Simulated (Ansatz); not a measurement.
## Y2NOF MXene monolayer in a perpendicular field

Wanted: the out-of-plane response of the Y2NOF MXene monolayer. A positive field points along +c.

Main program and level: Ansatz 0.2.0; plane-wave DFT, PBEsol-D3(BJ), Ansatz PAW.

### Step 1. The structure

The cell holds 5 atoms: 1 F, 2 Y, 1 N and 1 O. Cell: a = 3.406 Å, b = 3.406 Å, c = 41.364 Å, α = 90.0°, β = 90.0°, γ = 120.0°. Vacuum lies along c.

### Step 2. Relaxing the slab

The starting cell is a guess, so the in-plane lattice and the atoms are relaxed first, with the slab cut off from its images along the normal.

Contents of input.yaml:

```yaml
crystal:
  lattice:
    - [3.40626, 0.0, 0.0]
    - [-1.70313, 2.9499076919, 0.0]
    - [0.0, 0.0, 41.3643051497]
  atoms:
    - { symbol: F, position: [0.3333333333, 0.6666666667, 0.4375753427] }
    - { symbol: "Y", position: [0.6666666667, 0.3333333333, 0.4654648697] }
    - { symbol: "N", position: [0.0, 0.0, 0.4979571222] }
    - { symbol: "Y", position: [0.3333333333, 0.6666666667, 0.5304493747] }
    - { symbol: O, position: [0.6666666667, 0.3333333333, 0.5624246573] }
  periodic: [true, true, false]
kpoints:
  mp_grid: { grid: [12, 12, 1] }
hamiltonian:
  xc: pbesol
  dispersion: d3bj
scf:
  occupations: { method: fermi_dirac, width: 0.05 }
  convergence: { dr2_threshold: 1.0e-09 }
relax:
  f_tol: 0.004
  max_steps: 90
  cell: {}
output:
  write_potential: true
  write_density: true
  volumetric_format: npy
```

The run is started by

```console
ansatz run input.yaml --threads 2 --pin off --max-ram 3072MiB --backend cpu --events-out ev --progress --plain --runs-dir out
```

Numbers of over 12 decimals in the logs are rounded to 6 here.

The program printed:

```text
Warning: relax.cell: scf.convergence.dr2_threshold = 1e-9 eV is looser than the 2.17432757822e-10 eV advised for a relaxation that steers and ends on the stress (1e-10 eV for each atom of the cell: 5, times the square of relax.cell.stress_2d_tol = 0.05 N/m over 15.2 Å (the atoms' height at the walk's start and 5 Å past either face), 3.297e-2 GPa, over a crystal's default 0.05). What an SCF threshold leaves in a stress goes as its square root, and in the free energy as the threshold itself, and one threshold admits the most on a small cell: [figures from the program's tests cut] Set scf.convergence.dr2_threshold to 2.17432757822e-10 eV or tighter. [rest of the remark cut]
Engine: ansatz 0.2.0, aarch64-unknown-linux-gnu
Pseudopotentials: kind: paw
Pseudopotential: F, paw, valence charge 7, recommended cutoff 420 eV (normal), F.paw.azcp
Pseudopotential: Y, paw, valence charge 11, recommended cutoff 420 eV (normal), Y.paw.azcp
Pseudopotential: N, paw, valence charge 5, recommended cutoff 420 eV (normal), N.paw.azcp
Pseudopotential: O, paw, valence charge 6, recommended cutoff 420 eV (normal), O.paw.azcp
Functional definition: PBEsol
  exchange = pbesol_x
  correlation = pbesol_c
Crystal: 5 atoms, lattice volume = 415.635 Å³
Basis set: ecut = 420 eV, 8155 PW (Γ), exchange–correlation on 48×48×576 points (8 copies of the dense FFT grid, shifted against one another)
Bands: 25, of which v1, the nominal top of the filled ones, is band 20 counted from 1 (19 counted from 0)
Symmetry: 6 space group operations
Space group: P3m1 (ITA 156), of the structure as read, at distance tolerance 7.5e-5 Å
k-points: 19 of 144 (time reversal used)
Non-local potential: F, projectors of the file, l = 0: 2, l = 1: 2, l = 2: 1
Non-local potential: Y, projectors of the file, l = 0: 3, l = 1: 2, l = 2: 2, l = 3: 1
Non-local potential: N, projectors of the file, l = 0: 2, l = 1: 2, l = 2: 1
Non-local potential: O, projectors of the file, l = 0: 2, l = 1: 2, l = 2: 1
PAW form: soft (Blöchl's): semilocal exchange-correlation on the pseudo side does not see the compensation charge
PAW frozen core: F, regenerated for the run's functional, and the local potential with it (the file was generated under x = pbe(κ = 0.804, μ = 0.219515), c = pbe(β = 0.066725))
PAW frozen core: Y, regenerated for the run's functional, and the local potential with it (the file was generated under x = pbe(κ = 0.804, μ = 0.219515), c = pbe(β = 0.066725))
PAW frozen core: N, regenerated for the run's functional, and the local potential with it (the file was generated under x = pbe(κ = 0.804, μ = 0.219515), c = pbe(β = 0.066725))
PAW frozen core: O, regenerated for the run's functional, and the local potential with it (the file was generated under x = pbe(κ = 0.804, μ = 0.219515), c = pbe(β = 0.066725))
PAW one-centre angular grid: F, 110 points (default); XC on 64 Gauss nodes
PAW one-centre angular grid: Y, 590 points (default); XC on 64 Gauss nodes
PAW one-centre angular grid: N, 110 points (default); XC on 64 Gauss nodes
PAW one-centre angular grid: O, 110 points (default); XC on 64 Gauss nodes
Initial density: superposition of atomic densities (neutral atoms: chi_scale 0, normalization atom), corrected by the library's trained network
Initial wavefunctions: pseudopotential atomic-orbital guess
Functional: x = pbesol(κ = 0.804, μ = 0.123457), c = pbesol(β = 0.046)
SCF iter   1: F=—  HF=-9337.841264 eV  |F-HF|=—  |Δ(HF+E_count)|=         —  Δρ=7.09e-3  dr2=1.02e0  ethr=1.77e-3  ⟨swp⟩=12.8  Hψ=3814  notcnv=0
preconditioner: auto → Resta (q_TF=auto, 1.847 Å⁻¹)  ε∞=1.5  [insulator: Δε(μ)=1.078 eV  Ē_g=14.607 eV  σ=0.050 eV  W_gap=1.00  n_scr=24 (ndim 8)  ℏωp=10.6 eV  f_vac=0.805  D(μ)=0.00/eV (n_scr^D=0)  ε∞_Penn≈1.5  vacuum switching on, ρ_ref=1.5e-2 e/Å³]
SCF iter   2: F=—  HF=-9340.021034 eV  |F-HF|=—  |Δ(HF+E_count)|=    2.18e0  Δρ=7.11e-2  dr2=1.91e2  ethr=1.77e-3  ⟨swp⟩=4.7  Hψ=1172  notcnv=0  defer=10  recentre
preconditioner: auto → LDOS  [metal: Δε(μ)=0.028 eV  Ē_g=11.238 eV  σ=0.050 eV  W_gap=0.14  n_scr=24 (ndim 8)  ℏωp=9.6 eV  f_vac=0.806  D(μ)=9.86/eV (n_scr^D=26)  β→1.0]
SCF iter   3: F=—  HF=-9337.815484 eV  |F-HF|=—  |Δ(HF+E_count)|=    2.21e0  Δρ=5.96e-3  dr2=8.38e-1  ethr=1.77e-3  ⟨swp⟩=3.7  Hψ=1112  notcnv=0
SCF iter   4: F=—  HF=-9337.781724 eV  |F-HF|=—  |Δ(HF+E_count)|=   3.38e-2  Δρ=5.41e-3  dr2=5.63e-1  ethr=1.77e-3  ⟨swp⟩=1.6  Hψ=667  notcnv=0
SCF iter   5: F=—  HF=-9337.741885 eV  |F-HF|=—  |Δ(HF+E_count)|=   3.98e-2  Δρ=4.26e-3  dr2=2.71e-1  ethr=1.41e-3  ⟨swp⟩=2.3  Hψ=611  notcnv=0
SCF iter   6: F=—  HF=-9337.709642 eV  |F-HF|=—  |Δ(HF+E_count)|=   3.22e-2  Δρ=2.77e-3  dr2=2.82e-2  ethr=6.78e-4  ⟨swp⟩=2.7  Hψ=886  notcnv=0  defer=4
SCF iter   7: F=—  HF=-9337.940638 eV  |F-HF|=—  |Δ(HF+E_count)|=   2.31e-1  Δρ=1.57e-2  dr2=1.03e1  ethr=7.05e-5  ⟨swp⟩=8.7  Hψ=1843  notcnv=0  defer=5  recentre
SCF iter   8: F=—  HF=-9337.723342 eV  |F-HF|=—  |Δ(HF+E_count)|=   2.17e-1  Δρ=1.99e-3  dr2=2.34e-1  ethr=7.05e-5  ⟨swp⟩=5.8  Hψ=1293  notcnv=0  defer=2
SCF iter   9: F=—  HF=-9337.709830 eV  |F-HF|=—  |Δ(HF+E_count)|=   1.35e-2  Δρ=1.27e-3  dr2=6.63e-2  ethr=7.05e-5  ⟨swp⟩=5.8  Hψ=1206  notcnv=0  defer=3
SCF iter  10: F=—  HF=-9337.706041 eV  |F-HF|=—  |Δ(HF+E_count)|=   3.79e-3  Δρ=5.54e-4  dr2=1.15e-2  ethr=7.05e-5  ⟨swp⟩=3.5  Hψ=822  notcnv=0  defer=2
SCF iter  11: F=—  HF=-9337.705676 eV  |F-HF|=—  |Δ(HF+E_count)|=   3.65e-4  Δρ=3.58e-4  dr2=4.09e-3  ethr=2.89e-5  ⟨swp⟩=1.9  Hψ=653  notcnv=0  defer=1
SCF iter  12: F=—  HF=-9337.705588 eV  |F-HF|=—  |Δ(HF+E_count)|=   8.77e-5  Δρ=2.10e-4  dr2=1.37e-3  ethr=1.02e-5  ⟨swp⟩=2.3  Hψ=609  notcnv=0  defer=1
SCF iter  13: F=—  HF=-9337.705566 eV  |F-HF|=—  |Δ(HF+E_count)|=   2.19e-5  Δρ=1.08e-4  dr2=3.82e-4  ethr=3.43e-6  ⟨swp⟩=1.8  Hψ=584  notcnv=0  defer=1
SCF iter  14: F=—  HF=-9337.705550 eV  |F-HF|=—  |Δ(HF+E_count)|=   1.63e-5  Δρ=3.43e-5  dr2=8.49e-6  ethr=9.56e-7  ⟨swp⟩=2.8  Hψ=739  notcnv=0  defer=1
SCF iter  15: F=—  HF=-9337.705523 eV  |F-HF|=—  |Δ(HF+E_count)|=   2.67e-5  Δρ=1.04e-5  dr2=4.85e-7  ethr=2.12e-8  ⟨swp⟩=2.8  Hψ=935  notcnv=0  defer=1
SCF iter  16: F=—  HF=-9337.705512 eV  |F-HF|=—  |Δ(HF+E_count)|=   1.09e-5  Δρ=2.29e-6  dr2=3.46e-8  ethr=1.21e-9  ⟨swp⟩=3.4  Hψ=1019  notcnv=0  defer=1
SCF iter  17: F=—  HF=-9337.705512 eV  |F-HF|=—  |Δ(HF+E_count)|=   1.16e-7  Δρ=1.07e-6  dr2=1.13e-8  ethr=8.65e-11  ⟨swp⟩=3.5  Hψ=1058  notcnv=0  defer=1
SCF iter  18: F=-9337.705513 eV  HF=-9337.705513 eV  |F-HF|=1.91e-8  |Δ(HF+E_count)|=   5.31e-8  Δρ=3.14e-7  dr2=3.48e-10  ethr=2.50e-12  ⟨swp⟩=11.1  Hψ=4340  notcnv=0
[...]
relax step   4: F+E_penalty+E_count = -9339.75875127 eV  Δ(F+E_penalty+E_count) = -2.745e-2 eV  max|allowed force component| = 3.701e-1 eV/Å  Δτ_max = 0.0661 Å  P = +0.113 N/m  Ω = 433.707 Å³  energy of the carried Pulay correction = -9.068e-3 eV  fix = [c, alpha, beta]  reactions: c +0.000 N/m  (11 SCF iters, accepted)
relax step   5: F+E_penalty+E_count = -9339.76717783 eV  Δ(F+E_penalty+E_count) = -8.427e-3 eV  max|allowed force component| = 7.623e-2 eV/Å  Δτ_max = 0.0346 Å  P = -0.041 N/m  Ω = 432.569 Å³  energy of the carried Pulay correction = -8.509e-3 eV  fix = [c, alpha, beta]  reactions: c -0.000 N/m  (10 SCF iters, accepted)
relax step   6: F+E_penalty+E_count = -9339.76786493 eV  Δ(F+E_penalty+E_count) = -6.871e-4 eV  max|allowed force component| = 1.882e-2 eV/Å  Δτ_max = 0.0101 Å  P = +0.048 N/m  Ω = 432.678 Å³  energy of the carried Pulay correction = -8.563e-3 eV  fix = [c, alpha, beta]  reactions: c +0.000 N/m  (10 SCF iters, accepted)
relax step   7: F+E_penalty+E_count = -9339.76769898 eV  Δ(F+E_penalty+E_count) = +1.659e-4 eV  max|allowed force component| = 6.828e-3 eV/Å  Δτ_max = 0.0027 Å  P = -0.036 N/m  Ω = 433.060 Å³  energy of the carried Pulay correction = -8.750e-3 eV  fix = [c, alpha, beta]  reactions: c -0.000 N/m  (8 SCF iters, accepted)
relax step   8: F+E_penalty+E_count = -9339.76777713 eV  Δ(F+E_penalty+E_count) = -7.815e-5 eV  max|allowed force component| = 6.993e-4 eV/Å  Δτ_max = 0.0006 Å  P = -0.003 N/m  Ω = 432.914 Å³  energy of the carried Pulay correction = -8.679e-3 eV  fix = [c, alpha, beta]  reactions: c -0.000 N/m  (6 SCF iters, accepted)
relax step   9: F+E_penalty+E_count = -9339.77915438 eV  Δ(F+E_penalty+E_count) = -1.138e-2 eV  max|allowed force component| = 2.705e-4 eV/Å  Δτ_max = 0.0000 Å  P = +0.219 N/m  Ω = 432.914 Å³  fix = [c, alpha, beta]  reactions: c +0.000 N/m  stress off target by 2.19e-1 N/m on what of the cell is left free  SCF on the basis re-selected at this cell (its energy is not comparable with the rows above)  (7 SCF iters)
relax step  10: F+E_penalty+E_count = -9339.77890613 eV  Δ(F+E_penalty+E_count) = +2.483e-4 eV  max|allowed force component| = 1.735e-3 eV/Å  Δτ_max = 0.0028 Å  P = +0.016 N/m  Ω = 433.701 Å³  energy of the carried Pulay correction = -3.845e-4 eV  fix = [c, alpha, beta]  reactions: c +0.000 N/m  (8 SCF iters, accepted)
iter 1 solved again at ethr=2.54e-7 eV; its pass at ethr=3.10e-3 eV (dr2=1.02e-4 eV) is discarded
SCF iter   1: F=—  HF=-9339.778889 eV  |F-HF|=—  |Δ(HF+E_count)|=         —  Δρ=1.07e-5  dr2=4.63e-8  ethr=2.54e-7  ⟨swp⟩=5.7  Hψ=5399  notcnv=0
eigensolver tolerance schedule: the retry pair's looser diagonalisation over-reported the residual by 2193.55 of it (diagonalisation noise at 0.22 of the residual, at the tolerance the schedule requests for it); recorded, not acted on — ethr = c·dr2/N_el stays at c = 1.0e-1
preconditioner: auto → Resta (q_TF=auto, 1.834 Å⁻¹)  ε∞=1.4  [insulator: Δε(μ)=3.852 eV  Ē_g=16.041 eV  σ=0.050 eV  W_gap=1.00  n_scr=24 (ndim 8)  ℏωp=10.7 eV  f_vac=0.813  D(μ)=0.00/eV (n_scr^D=0)  ε∞_Penn≈1.4  vacuum switching on, ρ_ref=1.9e-2 e/Å³]
SCF iter   2: F=—  HF=-9339.779164 eV  |F-HF|=—  |Δ(HF+E_count)|=   2.75e-4  Δρ=5.76e-6  dr2=4.43e-8  ethr=1.16e-10  ⟨swp⟩=5.4  Hψ=1749  notcnv=0
SCF iter   3: F=—  HF=-9339.779183 eV  |F-HF|=—  |Δ(HF+E_count)|=   1.87e-5  Δρ=3.75e-6  dr2=3.42e-9  ethr=1.11e-10  ⟨swp⟩=2.2  Hψ=704  notcnv=0
SCF iter   4: F=—  HF=-9339.779222 eV  |F-HF|=—  |Δ(HF+E_count)|=   3.90e-5  Δρ=1.06e-6  dr2=4.98e-9  ethr=2.50e-12  ⟨swp⟩=21.2  Hψ=4815  notcnv=0
SCF iter   5: F=-9339.779226 eV  HF=-9339.779225 eV  |F-HF|=4.66e-7  |Δ(HF+E_count)|=   2.97e-6  Δρ=3.58e-7  dr2=5.45e-10  ethr=2.50e-12  ⟨swp⟩=10.6  Hψ=3783  notcnv=0
SCF 11 converged in 5 iterations: F = -9339.779226 eV  dr2 = 5.45e-10
relax step  11: F+E_penalty+E_count = -9339.77922553 eV  Δ(F+E_penalty+E_count) = -3.194e-4 eV  max|allowed force component| = 1.763e-3 eV/Å  Δτ_max = 0.0000 Å  P = +0.019 N/m  Ω = 433.701 Å³  fix = [c, alpha, beta]  reactions: c +0.000 N/m  stress off target by 1.89e-2 N/m on what of the cell is left free  SCF on the basis re-selected at this cell (its energy is not comparable with the rows above)  (5 SCF iters)
basis re-selected at this cell: Δ(F+E_penalty+E_count) = -3.194e-4 eV, ΔP = +0.003 N/m vs the last step (what re-selecting the basis moved, of the pressure what is left beyond the Pulay correction that the steps carried, after the strain that the cell walked since its last selection, with what the two solves' SCF thresholds leave and, on support functions, any second-order correction that the steps lacked; it is no m [...]
WARN: The output density's exchange-correlation potential varies sharply where the density is thin. Do not read a vacuum level from v_tot or v_xc, or from such a field of the output density. On a cell that repeats whose density bears no net charge and no dipole along the vacuum's axis use v_es (v_loc + v_h of the components); under efield.dipole_correction with no amplitude use v_es + v_field, which holds any externa [...]
SCF converged after 5 iterations
Free energy (F): -9339.779226 eV
Harris-Foulkes:  -9339.779225 eV  (|F-HF|=4.66e-7)
Internal energy: -9339.779226 eV  (E = F + TS)
E sigma→0 (E₀):  -9339.779226 eV
Fermi energy:    -4.282841 eV
--- Per-component energies (eV) ---
  E_band       = -783.160396
  E_kinetic    = 1127.076675
  E_local      = -116746.226493  (includes V_loc(G=0)·N_el)
  E_nonlocal   = 270.164999
  E_hartree    = 57734.256071
  E_xc         = -558.951108
  E_vxc        = -673.151138  (∫ρ·V_xc dr)
  E_paw        = -6015.035060  (= ΣΔE_a)
  E_vpaw       = -229.541273  (= ΣTr[D̂ρ^β])
  E_aug_tail   = 0.004582  (compensation charges beyond the density's cutoff)
  E_ewald      = 54849.253772
  E_disp       = -0.726039  (pairwise vdW)
  E_core_change = 0.403375  (= ΣΔE_core)
  E_smearing   = -0.000000  (= −TS)
  E_closure    = 0.000000  (closes the sum)
  Σ components = -9339.779226   (vs F -9339.779226, Δ=0.00e0)
--- Forces (eV/Å), atoms counted from 1 ---
  atom   1  F     -0.00000000    -0.00000000    -0.00059097
  atom   2  Y      0.00000000     0.00000000    -0.00103323
  atom   3  N     -0.00000000    -0.00000000     0.00176762
  atom   4  Y      0.00000000     0.00000000    -0.00099023
  atom   5  O      0.00000000    -0.00000000     0.00087112
  max |Σ_I F_I| component: 2.43e-5 eV/Å
--- 2D stress c σ (N/m, compression-positive) ---
        0.018867       0.000000      -0.000000
        0.000000       0.018867      -0.000000
       -0.000000      -0.000000       0.000000
  P = ½ c Tr σ = 0.0189 N/m
--- Band table (eV; the first three rows and the last of 19) ---
  k-point 0: bands = [... 16 lower, -8.2604, -6.7412, -6.2823, -6.2823, -2.0657 (-2.0657°), -1.2166 (-1.2166°), -1.2166 (-1.2166°), -0.7438, ... 1 higher]
  k-point 1: bands = [... 16 lower, -8.1297, -6.7217, -6.3797, -6.3026, -1.9637 (-1.9637°), -1.3020 (-1.3020°), -1.1257 (-1.1257°), -0.8026, ... 1 higher]
  k-point 2: bands = [... 16 lower, -7.9566, -6.8833, -6.3805, -6.3481, -1.9756 (-1.9756°), -1.2123 (-1.2123°), -0.9504 (-0.9504°), -0.8572, ... 1 higher]
  k-point 18: bands = [... 16 lower, -7.6018, -7.0584, -6.6971, -6.2452, -1.4476, -1.1613, -0.9192, -0.0639, ... 1 higher]
  ° read free of the cell's end (the report's vacuum.weakly_bound_levels)
--- Relaxed structure (9 steps of the walk, 9 accepted, 2 SCFs on fresh bases) ---
  F+E_penalty+E_count = -9339.77922553 eV   max|allowed force component| = 1.763e-3 eV/Å   (the final SCF, on the basis selected at the relaxed cell)
  cell:  # Å, volume = 433.7009 Å³
    - [3.479501, 0, 0]
    - [-1.739751, 3.013336, 0]
    - [0, 0, 41.3643051497]
  atoms:
    - { symbol: F, position: [0.333333, 0.666667, 0.439623] }
    - { symbol: Y, position: [0.666667, 0.333333, 0.468579] }
    - { symbol: N, position: [-2.3889647251614345e-18, 0, 0.495299] }
    - { symbol: Y, position: [0.333333, 0.666667, 0.536442] }
    - { symbol: O, position: [0.666667, 0.333333, 0.553929] }
```

Elapsed: 2.3 min, on 2 threads of Arm Neoverse V1, shared host; peak memory 0.67 GiB.

The steps of the relaxation:

```tsv
step	energy less that of the first step (eV)	largest force component (eV/Å)	volume (Å³)
1	0.0000	6.9060	415.63
2	-1.6934	2.6592	416.35
3	-2.0258	0.5033	421.39
4	-2.0532	0.3701	433.71
5	-2.0617	0.0762	432.57
6	-2.0624	0.0188	432.68
7	-2.0622	0.0068	433.06
8	-2.0623	0.0007	432.91
9*	-2.0736	0.0003	432.91
10	-2.0734	0.0017	433.70
11*	-2.0737	0.0018	433.70
```

Relaxation steps marked * repeat the geometry before them on a plane-wave basis chosen anew for their cell, so energy and pressure can jump there.

Forces are held to the 6 operations that the run works with; a distortion that breaks them can't arise in this run.

```tsv
cell as run	before	after	change
a (Å)	3.406	3.480	+2.2 %
b (Å)	3.406	3.480	+2.2 %
```

The atoms that moved most (Å, along periodic axes as changes of fractional coordinates times the final cell, across vacuum about the mean position):

```tsv
atom	dx	dy	dz	length
O5	0.000	0.000	-0.351	0.351
Y4	0.000	0.000	0.248	0.248
Y2	0.000	0.000	0.129	0.129
N3	0.000	0.000	-0.110	0.110
F1	0.000	0.000	0.085	0.085
```

The relaxed structure:

```xyz
5
Lattice="3.4795 0.0000 0.0000 -1.7398 3.0133 0.0000 0.0000 0.0000 41.3643" Properties=species:S:1:pos:R:3
F     0.0000    2.0089   18.1847
Y     1.7398    1.0044   19.3824
N     0.0000    0.0000   20.4877
Y     0.0000    2.0089   22.1895
O     1.7398    1.0044   22.9129
```

This step gave:

```yaml
gap_on_the_k_mesh: 3.852 eV
```

The lattice constant a goes from 3.406 to 3.480 Å.

(Continued in part 2 of 3.)

[Logs are printed without paths, hosts, clocks, repeated set-up lines and the standing remarks that a program may print on its own settings, such as how far it seeks lower states.]

[Hosts, paths, dates, database ids (printed as entryN), source tags and the programs' standing remarks are cut or masked in the printed files.]

[Maps of the electrostatic potential energy from Ansatz leave out the sawtooth potential of an applied field or a dipole correction, so their vacuum need not be flat; planar profiles and work functions include it.]
